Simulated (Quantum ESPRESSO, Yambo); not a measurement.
An input for Yambo 5.3.0 (Ta2O5 (Pmmm)):

```
optics
bss
bse
em1s
dipoles
rim_cut
RandQpts= 1000000
RandGvec= 1 RL
Chimod= "HARTREE"
BSKmod= "SEX"
BSEmod= "resonant"
BSSmod= "d"
BSENGexx= 30 Ry
BSENGBlk= 6 Ry
% BSEQptR
 1 | 1 |
%
% BSEBands
 22 | 33 |
%
% BEnRange
 0 | 5 | eV
%
% BDmRange
 0.1 | 0.1 | eV
%
BEnSteps= 101
% BLongDir
 1 | 0 | 0 |
%
% BndsRnXs
 1 | 56 |
%
NGsBlkXs= 6 Ry
% LongDrXs
 1 | 1 | 1 |
%
KfnQPdb= "E < ./gw1/ndb.QP"
WRbsWF
```

```sh
OMP_NUM_THREADS=1 mpirun -n 4 yambo -F bse4.in -J bse4,bse3_W -C bse4 > bse4.log
```

The stored states that it reads are on a 4×4×2 mesh. The structure is orthorhombic, space group Pmmm (No. 47). Conventional cell: a = 3.677 Å, b = 3.897 Å, c = 6.217 Å, α = 90.00°, β = 90.00°, γ = 90.00°. Ta has 6 O at 1.95 to 2.16 Å nearest. Nearest to Ta lie 6 O at 1.84 to 1.98 Å. Nearest to O lie 3 Ta at 1.98 to 2.16 Å. O has 2 Ta at 1.95 Å nearest. O has 2 Ta at 1.84 Å nearest. O has 2 Ta at 1.95 Å nearest. Farther neighbours and most contacts between anions are not listed.

Estimate wall time and host memory on 4 MPI ranks of Arm Neoverse V1, shared host.

It took 17 s; on shared hardware allow 8.7 s to 35 s. Peak host memory was 1.3 GiB.

The kernel grows as the square of the matrix size, and full diagonalisation as its cube.

[Paths, hosts, dates, memory and timing lines, banners, echoed tables and standing remarks are left out of the program output.]

[Logs are printed without paths, hosts, clocks, repeated set-up lines and the standing remarks that a program may print on its own settings, such as how far it seeks lower states.]

[Runs of the session that timed out or met a known fault of the program may be left out.]

[Hosts, paths, dates, database ids (printed as entryN), source tags and the programs' standing remarks are cut or masked in the printed files.]
